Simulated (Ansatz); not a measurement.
# Rhodium, diamond under RPBE: ground state and equation of state, part 2 of 2

The plan for rhodium in the diamond structure: relax it, solve it on a dense k-mesh, then scale the cell to 7 volumes from 88 to 112 % of the relaxed one and try a fit of the equation of state. Spin polarisation is left out. The k-meshes are 10×10×10 for the relaxation; 16×16×16 for the dense run; 11×11×11 for the volumes.

Ansatz 0.2.0; DFT, RPBE, plane waves (420 eV) with PAW, scalar-relativistic. Earlier steps stand in the parts before.

## (4) The cell scaled to 88 % of its volume

This is Rh in the diamond structure; at room conditions it is fcc.

input.yaml reads:

```yaml
crystal:
  lattice:
    - [0.0, 2.6653009387, 2.6653009387]
    - [2.6653009387, 0.0, 2.6653009387]
    - [2.6653009387, 2.6653009387, 0.0]
  atoms:
    - { symbol: Rh, position: [0.125, 0.125, 0.125] }
    - { symbol: Rh, position: [0.875, 0.875, 0.875] }
hamiltonian:
  xc: rpbe
  pseudopotentials:
    kind: paw
    azcp:
      Rh: "pseudopotentials/Rh.paw.azcp"
basis:
  ecutwfc: 420
  fft_grid_basis: typed
kpoints:
  mp_grid: { grid: [11, 11, 11], shift: [0, 0, 0] }
magnetization:
  spin_polarized: false
scf:
  occupations: { method: fermi_dirac, width: 0.1 }
  lower_state_search: "off"
output:
  stress: true
  write_density: true
  write_potential: true
  elf: true
  volumetric_format: npy
```

Output, cut to the lines that bear on the results:

```text
Warning: RAYON_NUM_THREADS=2 ignored (pool sized by the plan → 2); use --threads N
[...]
Pseudopotentials: kind: paw
Pseudopotential: Rh, paw, valence charge 17, recommended cutoff 420 eV (normal), <dir>
Functional definition: RPBE
[...]
Crystal: 2 atoms, lattice volume = 37.868 Å³
Basis set: ecut = 420 eV, 725 PW (Γ)
Bands: 21, of which v1, the nominal top of the filled ones, is band 17 counted from 1 (16 counted from 0)
Symmetry: 48 space group operations
Space group: Fd-3m (ITA 227), of the structure as read, at distance tolerance 3.4e-5 Å
k-points: 56 of 1331
[...]
SCF iter   1: F=—  HF=-12818.462360 eV  |F-HF|=—  |Δ(HF+E_count)|=         —  Δρ=1.18e-2  dr2=4.62e-2  ethr=1.77e-3  ⟨swp⟩=5.7  Hψ=5163  notcnv=0
[...]
SCF iter   6: F=-12818.456806 eV  HF=-12818.456805 eV  |F-HF|=8.50e-8  |Δ(HF+E_count)|=   1.19e-8  Δρ=1.57e-5  dr2=7.82e-8  ethr=2.94e-10  ⟨swp⟩=6.4  Hψ=7823  notcnv=0
[...]
SCF converged after 6 iterations
Free energy (F): -12818.456806 eV
[...]
E sigma→0 (E₀):  -12818.411456 eV
Entropy (-TS):   -0.090698 eV (-45.349 meV/atom)
Fermi energy:    15.411790 eV
[...]
--- Stress (GPa, compression-positive) ---
       20.275949      -0.000000       0.000000
       -0.000000      20.275949       0.000000
        0.000000       0.000000      20.275949
  P = ⅓ Tr σ = 20.2759 GPa (202.759 kbar)
--- Band table (eV; the first three rows and the last of 56) ---
  k-point 0: bands = ["-63.9608", "-63.5065", "-32.0749", "-32.0749", "-32.0749", "-31.2614", "-31.2614", "-31.2614", "9.2616", "10.5380", "10.5380", "11.0234", "11.0234", "11.0234", "13.7960", "13.7960", "13.7960", "15.8712", "15.8712", "28.2594", "28.5589"]
[...]
```

It took 1.6 s on 2 threads of Arm Neoverse V1, shared host; peak memory 0.31 GiB.

The maps below are laid out on this run's own conventional cell (a, b, c = 5.331, 5.331, 5.331 Å).

Density in a lattice plane of the grid's cell (edges 5.33 and 5.33 Å, at 0.125 of the third edge), which holds Rh.

Values in e/Å³, 12 rows by 12 columns:
```
 0.31  0.42  0.42  0.31  0.25  0.20  0.16  0.14  0.14  0.16  0.20  0.25
 0.16  0.14  0.14  0.16  0.20  0.25  0.31  0.44  0.44  0.31  0.25  0.20
 0.09  0.07  0.07  0.10  0.16  0.31  0.96  3.29  3.29  1.03  0.31  0.16
 0.07  0.05  0.05  0.07  0.14  0.42  3.10 10.61 10.58  3.29  0.44  0.14
 0.07  0.05  0.05  0.07  0.14  0.42  3.10 10.62 10.61  3.29  0.44  0.14
 0.09  0.07  0.07  0.09  0.16  0.31  0.89  3.10  3.10  0.96  0.31  0.16
 0.16  0.14  0.14  0.16  0.20  0.25  0.31  0.42  0.42  0.31  0.25  0.20
 0.31  0.44  0.44  0.31  0.25  0.20  0.16  0.14  0.14  0.16  0.20  0.25
 0.96  3.29  3.29  1.03  0.31  0.16  0.09  0.07  0.07  0.10  0.16  0.31
 3.10 10.61 10.58  3.29  0.44  0.14  0.07  0.05  0.05  0.07  0.14  0.42
 3.10 10.62 10.61  3.29  0.44  0.14  0.07  0.05  0.05  0.07  0.14  0.42
 0.89  3.10  3.10  0.96  0.31  0.16  0.09  0.07  0.07  0.09  0.16  0.31
```
Columns run along the first of these edges and rows up along the second, over one cell in 12 and 12 even steps from the bottom left corner. Atoms in the plane (fractional): Rh at (0.12, 0.12), Rh at (0.62, 0.62).

ELF in the same plane.

Ten even steps from '0' (0.08) to '9' (0.78):
```
223332222211111111111222
222222222222222222222222
222222222222222222222222
111111112222223332222211
000000012222356765322221
000000012223589998532221
000000012224799999742221
000000012224799999742221
000000012223589998532221
000000012222357775322211
111111111222223332222211
222222222222222222222222
222222222222222222222222
223332222211111111112222
356765322221000000012222
589998532221000000012223
799999742221000000012224
799999742221000000012224
589998532221000000012223
357775322211000000012222
```
Columns run along the first of these edges and rows up along the second, over one cell in 24 and 20 even steps from the bottom left corner. Atoms in the plane (fractional): Rh at (0.12, 0.12), Rh at (0.62, 0.62).

Both are smooth fields of the valence electrons: close to the nuclei they are not physical.

## (5) The cell scaled to 92 % of its volume

Edit input.yaml of step 4 so:

```diff
@@ -2,5 +2,5 @@
   lattice:
-    - [0.0, 2.6653009387, 2.6653009387]
-    - [2.6653009387, 0.0, 2.6653009387]
-    - [2.6653009387, 2.6653009387, 0.0]
+    - [0.0, 2.7050874154, 2.7050874154]
+    - [2.7050874154, 0.0, 2.7050874154]
+    - [2.7050874154, 2.7050874154, 0.0]
   atoms:
@@ -26,5 +26 @@
   stress: true
-  write_density: true
-  write_potential: true
-  elf: true
-  volumetric_format: npy
```

Output, cut to the lines that bear on the results:

```text
Warning: RAYON_NUM_THREADS=2 ignored (pool sized by the plan → 2); use --threads N
[...]
[... 3 set-up lines as earlier in the session ...]
[...]
Crystal: 2 atoms, lattice volume = 39.589 Å³
Basis set: ecut = 420 eV, 749 PW (Γ)
Bands: 21, of which v1, the nominal top of the filled ones, is band 17 counted from 1 (16 counted from 0)
[... 2 set-up lines as earlier in the session ...]
k-points: 56 of 1331
[...]
SCF iter   1: F=—  HF=-12818.632721 eV  |F-HF|=—  |Δ(HF+E_count)|=         —  Δρ=1.18e-2  dr2=4.83e-2  ethr=1.77e-3  ⟨swp⟩=5.7  Hψ=5119  notcnv=0
[...]
SCF iter   7: F=-12818.626868 eV  HF=-12818.626868 eV  |F-HF|=2.48e-8  |Δ(HF+E_count)|=   5.19e-7  Δρ=6.21e-6  dr2=9.23e-9  ethr=2.94e-10  ⟨swp⟩=4.3  Hψ=4167  notcnv=0
[...]
SCF converged after 7 iterations
Free energy (F): -12818.626868 eV
[...]
E sigma→0 (E₀):  -12818.577811 eV
Entropy (-TS):   -0.098114 eV (-49.057 meV/atom)
Fermi energy:    14.476343 eV
[...]
--- Stress (GPa, compression-positive) ---
       11.735709      -0.000000       0.000000
       -0.000000      11.735709       0.000000
        0.000000      -0.000000      11.735709
  P = ⅓ Tr σ = 11.7357 GPa (117.357 kbar)
```

Run time: 1.3 s. Hardware: 2 threads of Arm Neoverse V1, shared host; peak memory 0.31 GiB.

## (6) The cell scaled to 96 % of its volume

Edit input.yaml of step 5 so:

```diff
@@ -2,5 +2,5 @@
   lattice:
-    - [0.0, 2.7050874154, 2.7050874154]
-    - [2.7050874154, 0.0, 2.7050874154]
-    - [2.7050874154, 2.7050874154, 0.0]
+    - [0.0, 2.7437367431, 2.7437367431]
+    - [2.7437367431, 0.0, 2.7437367431]
+    - [2.7437367431, 2.7437367431, 0.0]
   atoms:
@@ -26 +26,5 @@
   stress: true
+  write_density: true
+  write_potential: true
+  elf: true
+  volumetric_format: npy
```

Output, cut to the lines that bear on the results:

```text
Warning: RAYON_NUM_THREADS=2 ignored (pool sized by the plan → 2); use --threads N
[...]
[... 3 set-up lines as earlier in the session ...]
[...]
Crystal: 2 atoms, lattice volume = 41.310 Å³
Basis set: ecut = 420 eV, 869 PW (Γ)
Bands: 21, of which v1, the nominal top of the filled ones, is band 17 counted from 1 (16 counted from 0)
[... 2 set-up lines as earlier in the session ...]
k-points: 56 of 1331
[...]
SCF iter   1: F=—  HF=-12818.722071 eV  |F-HF|=—  |Δ(HF+E_count)|=         —  Δρ=1.17e-2  dr2=5.06e-2  ethr=1.77e-3  ⟨swp⟩=5.9  Hψ=5096  notcnv=0
[...]
SCF iter   6: F=-12818.715681 eV  HF=-12818.715681 eV  |F-HF|=6.15e-9  |Δ(HF+E_count)|=   1.64e-7  Δρ=3.05e-6  dr2=2.77e-9  ethr=2.94e-10  ⟨swp⟩=9.1  Hψ=8193  notcnv=0
[...]
SCF converged after 6 iterations
Free energy (F): -12818.715681 eV
[...]
E sigma→0 (E₀):  -12818.662520 eV
Entropy (-TS):   -0.106322 eV (-53.161 meV/atom)
Fermi energy:    13.621917 eV
[...]
--- Stress (GPa, compression-positive) ---
        5.072917      -0.000000       0.000000
       -0.000000       5.072917       0.000000
       -0.000000      -0.000000       5.072917
  P = ⅓ Tr σ = 5.0729 GPa (50.729 kbar)
--- Band table (eV; the first three rows and the last of 56) ---
  k-point 0: bands = ["-65.4337", "-65.1048", "-33.5013", "-33.5013", "-33.5013", "-32.8661", "-32.8661", "-32.8661", "7.9842", "9.3175", "9.3175", "9.6747", "9.6747", "9.6747", "12.1824", "12.1824", "12.1824", "13.9862", "13.9862", "26.2131", "26.3919"]
[...]
```

Wall time 1.7 s (2 threads of Arm Neoverse V1, shared host); peak memory 0.32 GiB.

## (7) The cell scaled to 100 % of its volume

Edit input.yaml of step 6 so:

```diff
@@ -2,5 +2,5 @@
   lattice:
-    - [0.0, 2.7437367431, 2.7437367431]
-    - [2.7437367431, 0.0, 2.7437367431]
-    - [2.7437367431, 2.7437367431, 0.0]
+    - [0.0, 2.781326849, 2.781326849]
+    - [2.781326849, 0.0, 2.781326849]
+    - [2.781326849, 2.781326849, 0.0]
   atoms:
@@ -26,5 +26 @@
   stress: true
-  write_density: true
-  write_potential: true
-  elf: true
-  volumetric_format: npy
```

Output, cut to the lines that bear on the results:

```text
Warning: RAYON_NUM_THREADS=2 ignored (pool sized by the plan → 2); use --threads N
[...]
[... 3 set-up lines as earlier in the session ...]
[...]
Crystal: 2 atoms, lattice volume = 43.031 Å³
Basis set: ecut = 420 eV, 869 PW (Γ)
Bands: 21, of which v1, the nominal top of the filled ones, is band 17 counted from 1 (16 counted from 0)
[... 2 set-up lines as earlier in the session ...]
k-points: 56 of 1331
[...]
SCF iter   1: F=—  HF=-12818.748463 eV  |F-HF|=—  |Δ(HF+E_count)|=         —  Δρ=1.16e-2  dr2=5.41e-2  ethr=1.77e-3  ⟨swp⟩=6.0  Hψ=5071  notcnv=0
[...]
SCF iter   6: F=-12818.741161 eV  HF=-12818.741161 eV  |F-HF|=1.22e-8  |Δ(HF+E_count)|=   1.76e-7  Δρ=3.66e-6  dr2=4.43e-9  ethr=2.94e-10  ⟨swp⟩=4.1  Hψ=3940  notcnv=0
[...]
SCF converged after 6 iterations
Free energy (F): -12818.741161 eV
[...]
E sigma→0 (E₀):  -12818.683573 eV
Entropy (-TS):   -0.115177 eV (-57.588 meV/atom)
Fermi energy:    12.839961 eV
[...]
--- Stress (GPa, compression-positive) ---
       -0.112720      -0.000000      -0.000000
        0.000000      -0.112720      -0.000000
        0.000000      -0.000000      -0.112720
  P = ⅓ Tr σ = -0.1127 GPa (-1.127 kbar)
```

Run time: 1.2 s. Hardware: 2 threads of Arm Neoverse V1, shared host; peak memory 0.32 GiB.

## (8) The cell scaled to 104 % of its volume

Edit input.yaml of step 7 so:

```diff
@@ -2,5 +2,5 @@
   lattice:
-    - [0.0, 2.781326849, 2.781326849]
-    - [2.781326849, 0.0, 2.781326849]
-    - [2.781326849, 2.781326849, 0.0]
+    - [0.0, 2.8179274522, 2.8179274522]
+    - [2.8179274522, 0.0, 2.8179274522]
+    - [2.8179274522, 2.8179274522, 0.0]
   atoms:
```

Output, cut to the lines that bear on the results:

```text
Warning: RAYON_NUM_THREADS=2 ignored (pool sized by the plan → 2); use --threads N
[...]
[... 3 set-up lines as earlier in the session ...]
[...]
Crystal: 2 atoms, lattice volume = 44.753 Å³
Basis set: ecut = 420 eV, 893 PW (Γ)
Bands: 21, of which v1, the nominal top of the filled ones, is band 17 counted from 1 (16 counted from 0)
[... 1 set-up line as earlier in the session ...]
Space group: Fd-3m (ITA 227), of the structure as read, at distance tolerance 3.6e-5 Å
k-points: 56 of 1331
[...]
SCF iter   1: F=—  HF=-12818.726164 eV  |F-HF|=—  |Δ(HF+E_count)|=         —  Δρ=1.16e-2  dr2=5.92e-2  ethr=1.77e-3  ⟨swp⟩=6.1  Hψ=5052  notcnv=0
[...]
SCF iter   6: F=-12818.717430 eV  HF=-12818.717430 eV  |F-HF|=2.00e-8  |Δ(HF+E_count)|=   2.32e-7  Δρ=4.17e-6  dr2=6.53e-9  ethr=2.94e-10  ⟨swp⟩=4.1  Hψ=3961  notcnv=0
[...]
SCF converged after 6 iterations
Free energy (F): -12818.717430 eV
[...]
E sigma→0 (E₀):  -12818.655241 eV
Entropy (-TS):   -0.124379 eV (-62.189 meV/atom)
Fermi energy:    12.122571 eV
[...]
--- Stress (GPa, compression-positive) ---
       -4.133932       0.000000       0.000000
       -0.000000      -4.133932       0.000000
        0.000000      -0.000000      -4.133932
  P = ⅓ Tr σ = -4.1339 GPa (-41.339 kbar)
```

Wall time 1.3 s (2 threads of Arm Neoverse V1, shared host); peak memory 0.32 GiB.

## (9) The cell scaled to 108 % of its volume

Edit input.yaml of step 8 so:

```diff
@@ -2,5 +2,5 @@
   lattice:
-    - [0.0, 2.8179274522, 2.8179274522]
-    - [2.8179274522, 0.0, 2.8179274522]
-    - [2.8179274522, 2.8179274522, 0.0]
+    - [0.0, 2.853601207, 2.853601207]
+    - [2.853601207, 0.0, 2.853601207]
+    - [2.853601207, 2.853601207, 0.0]
   atoms:
```

Output, cut to the lines that bear on the results:

```text
Warning: RAYON_NUM_THREADS=2 ignored (pool sized by the plan → 2); use --threads N
[...]
[... 3 set-up lines as earlier in the session ...]
[...]
Crystal: 2 atoms, lattice volume = 46.474 Å³
Basis set: ecut = 420 eV, 893 PW (Γ)
Bands: 21, of which v1, the nominal top of the filled ones, is band 17 counted from 1 (16 counted from 0)
[... 2 set-up lines as earlier in the session ...]
k-points: 56 of 1331
[...]
SCF iter   1: F=—  HF=-12818.666856 eV  |F-HF|=—  |Δ(HF+E_count)|=         —  Δρ=1.16e-2  dr2=6.56e-2  ethr=1.77e-3  ⟨swp⟩=6.3  Hψ=5072  notcnv=0
[...]
SCF iter   6: F=-12818.655628 eV  HF=-12818.655628 eV  |F-HF|=2.63e-8  |Δ(HF+E_count)|=   3.44e-7  Δρ=4.52e-6  dr2=8.41e-9  ethr=2.94e-10  ⟨swp⟩=4.1  Hψ=4069  notcnv=0
[...]
SCF converged after 6 iterations
Free energy (F): -12818.655628 eV
[...]
E sigma→0 (E₀):  -12818.588818 eV
Entropy (-TS):   -0.133619 eV (-66.810 meV/atom)
Fermi energy:    11.462495 eV
[...]
--- Stress (GPa, compression-positive) ---
       -7.236018      -0.000000       0.000000
       -0.000000      -7.236018       0.000000
        0.000000       0.000000      -7.236018
  P = ⅓ Tr σ = -7.2360 GPa (-72.360 kbar)
```

Run time: 1.3 s. Hardware: 2 threads of Arm Neoverse V1, shared host; peak memory 0.32 GiB.

## (10) The cell scaled to 112 % of its volume

Edit input.yaml of step 9 so:

```diff
@@ -2,5 +2,5 @@
   lattice:
-    - [0.0, 2.853601207, 2.853601207]
-    - [2.853601207, 0.0, 2.853601207]
-    - [2.853601207, 2.853601207, 0.0]
+    - [0.0, 2.8884046518, 2.8884046518]
+    - [2.8884046518, 0.0, 2.8884046518]
+    - [2.8884046518, 2.8884046518, 0.0]
   atoms:
```

Output, cut to the lines that bear on the results:

```text
Warning: RAYON_NUM_THREADS=2 ignored (pool sized by the plan → 2); use --threads N
[...]
[... 3 set-up lines as earlier in the session ...]
[...]
Crystal: 2 atoms, lattice volume = 48.195 Å³
Basis set: ecut = 420 eV, 941 PW (Γ)
Bands: 21, of which v1, the nominal top of the filled ones, is band 17 counted from 1 (16 counted from 0)
[... 2 set-up lines as earlier in the session ...]
k-points: 56 of 1331
[...]
SCF iter   1: F=—  HF=-12818.577779 eV  |F-HF|=—  |Δ(HF+E_count)|=         —  Δρ=1.17e-2  dr2=7.33e-2  ethr=1.77e-3  ⟨swp⟩=6.3  Hψ=5017  notcnv=0
[...]
SCF iter   6: F=-12818.564540 eV  HF=-12818.564540 eV  |F-HF|=2.97e-8  |Δ(HF+E_count)|=   4.91e-7  Δρ=4.85e-6  dr2=1.14e-8  ethr=2.94e-10  ⟨swp⟩=4.4  Hψ=4211  notcnv=0
[...]
SCF converged after 6 iterations
Free energy (F): -12818.564540 eV
[...]
E sigma→0 (E₀):  -12818.493231 eV
Entropy (-TS):   -0.142618 eV (-71.309 meV/atom)
Fermi energy:    10.853094 eV
[...]
--- Stress (GPa, compression-positive) ---
       -9.613246       0.000000      -0.000000
        0.000000      -9.613246       0.000000
       -0.000000      -0.000000      -9.613246
  P = ⅓ Tr σ = -9.6132 GPa (-96.132 kbar)
```

Wall time 1.3 s (2 threads of Arm Neoverse V1, shared host); peak memory 0.32 GiB.

## (11) Energy and pressure against volume

The cell was scaled evenly, with its shape and the fractional positions fixed.

```
V (Å³/atom)  E − E₀ (meV/atom)  P from the stress (GPa)  P from the fit (GPa)
     18.934              136.2                    20.28                 20.01
     19.794               53.0                    11.74                 11.36
     20.655               10.6                     5.07                  4.66
     21.516                0.1                    -0.11                 -0.53
     22.376               14.3                    -4.13                 -4.55
     23.237               47.5                    -7.24                 -7.66
     24.098               95.3                    -9.61                -10.06
```

Fit (Birch-Murnaghan, third order): V₀ = 21.417 Å³/atom, B₀ = 117 GPa, B₀′ = 5.3, largest residual 0.06 meV/atom.

The fit is made to E(σ → 0), while the stress belongs to the free energy F; that is one source of the offset between the two pressures.

## (12) Summary of results

This closing draws on all 2 parts.

| quantity | value |
| --- | --- |
| space group (spins left aside) | Fd-3m (No. 227) |
| conventional cell | a = 5.563 Å |
| volume | 21.516 Å³/atom |
| shortest distance | 2.409 Å |
| gap on the mesh | none (levels filled in part) |
| relative to fcc | +1031 meV/atom |
| V₀, B₀, B₀′ | 21.417 Å³/atom, 117 GPa, 5.3 |

From the guessed start the volume grew by 15.9 % in 7 steps. Against the reference form of rhodium (fcc, computed apart with the same settings) it stands 1031 meV/atom higher. Levels at the Fermi energy are filled in part, as in a metal. B₀ comes out at 117 GPa. Relaxation kept the symmetry; phonons were not checked.
